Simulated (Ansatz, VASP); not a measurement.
## Two plane-wave programs on Co

```
CELL_PARAMETERS angstrom
0.00000 1.73677 1.73677
1.73677 0.00000 1.73677
1.73677 1.73677 0.00000
ATOMIC_POSITIONS crystal
Co 0.00000 0.00000 0.00000
```

Alike in both runs: functional PBEsol; k mesh 10 × 10 × 10; occupations gaussian, width 0.1 eV; collinear spin.

Ansatz relaxed the structure, and its values are those at the end. VASP's run is a single point on that final structure, the one shown.

|  | VASP | Ansatz |
| --- | --- | --- |
| version | VASP 6.6.1 | Ansatz 0.2.0 |
| potentials or method | VASP PAW PBE potentials, release 64 (Co) | scalar-relativistic, plane waves, PAW |
| plane-wave cutoff (eV) | 520 | 420 |
| valence electrons in the cell | 9 | 17 |

```tsv
	VASP	Ansatz	Ansatz less VASP
gap on the k mesh at the Fermi level (eV)	none	none	-
pressure (GPa)	-1.1	-0.1	+1.02
net moment per atom (μB)	1.67	1.68	+0.015
size of the moment on the site where the two differ most (μB)	1.67	1.74	+0.065
```

Site moments also hang on the region over which each program counts them. A gap of «none» marks a metal or a gap that the smearing closes. The two sets of potentials don't hold the same shells in valence.

Caveats: the PAW data sets were made with another functional, which shifts forces and pressure a little (VASP).
